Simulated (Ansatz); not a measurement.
Born–Oppenheimer molecular dynamics of a periodic cell of 16 atoms, AlAs (surface AlAs(111)). It starts from a relaxed structure.

Level of theory: DFT PBE, scalar-relativistic, plane waves, PAW (Ansatz 0.2.0). Settings: accuracy low, PAW set soft_1, cutoff 420 eV, k mesh 2x2x1, fermi-dirac smearing 0.05 eV, no spin polarisation.

```json
{
  "ensemble": "NVE (velocity Verlet)",
  "time step": "3 fs",
  "steps asked": "140",
  "starting velocities drawn for": "1800 K",
  "atoms held": "1, 3, 5, 7",
  "seed": "123660"
}
```

First frame:

```xyz
16
Lattice="8.0268 0.0000 0.0000 4.0134 6.9514 0.0000 0.0000 0.0000 16.7346" Properties=species:S:1:pos:R:3
Al 0.000 0.000 1.000
As 0.000 0.000 3.491
Al 2.007 3.476 1.000
As 2.007 3.476 3.491
Al 4.013 0.000 1.000
As 4.013 0.000 3.491
Al 6.020 3.476 1.000
As 6.020 3.476 3.491
Al 8.027 4.634 4.380
As 8.027 4.634 6.821
Al 6.020 1.159 4.380
As 6.020 1.159 6.821
Al 4.013 4.634 4.380
As 4.013 4.634 6.821
Al 2.007 1.159 4.380
As 2.007 1.159 6.821
```

(1) What does the run give?

(2) What happens to the structure?

(3) How do temperature and energy run in time?

Answers

(1) The run went to its last step.

```yaml
steps_done: 140
time_covered: 420 fs
mean_temperature_over_the_second_half: 2630 K
spread_of_the_potential_energy_over_the_second_half: 35.3 meV per atom
mean_potential_energy_of_the_second_half_above_the_start: -80.2 meV per atom
```

The conserved energy stayed within 0.96 meV per atom of its start (net change -0.0092 meV per atom), so the integration is sound. The kinetic energy rose, since the run started high on the potential surface and went downhill. A run of 0.42 ps of so small a system gives no equilibrium averages. Limits of this set-up: coarse k mesh, thin slab, slab without dipole correction, low accuracy level.

(2) Mean squared displacements from the first frame to the last: Al 0.67 Å², As 1.91 Å². This is one draw of velocities; another would differ in detail.

(3) 
| time (fs) | T (K) | potential energy less start (eV) | conserved less start (meV/atom) |
| --- | --- | --- | --- |
| 0 | 1800 | 0.000 | 0.00 |
| 21 | 1232 | 0.891 | 0.62 |
| 42 | 1653 | 0.234 | 0.40 |
| 63 | 2535 | -1.132 | 0.43 |
| 84 | 3615 | -2.822 | -0.38 |
| 105 | 2127 | -0.502 | 0.40 |
| 126 | 2872 | -1.664 | -0.06 |
| 147 | 3433 | -2.532 | 0.08 |
| 168 | 2431 | -0.970 | 0.55 |
| 189 | 2348 | -0.843 | 0.40 |
| 210 | 2424 | -0.967 | 0.01 |
| 231 | 1822 | -0.020 | 0.84 |
| 252 | 3316 | -2.353 | -0.10 |
| 273 | 2819 | -1.576 | 0.28 |
| 294 | 2376 | -0.887 | 0.37 |
| 315 | 2335 | -0.825 | 0.29 |
| 336 | 2656 | -1.325 | 0.21 |
| 357 | 2897 | -1.698 | 0.26 |
| 378 | 2839 | -1.606 | 0.34 |
| 399 | 2715 | -1.417 | 0.12 |
| 420 | 2868 | -1.656 | -0.01 |

Run time: 18 min on 2 threads of Arm Neoverse V2, with other jobs on the host, peak memory 1.5 GiB.
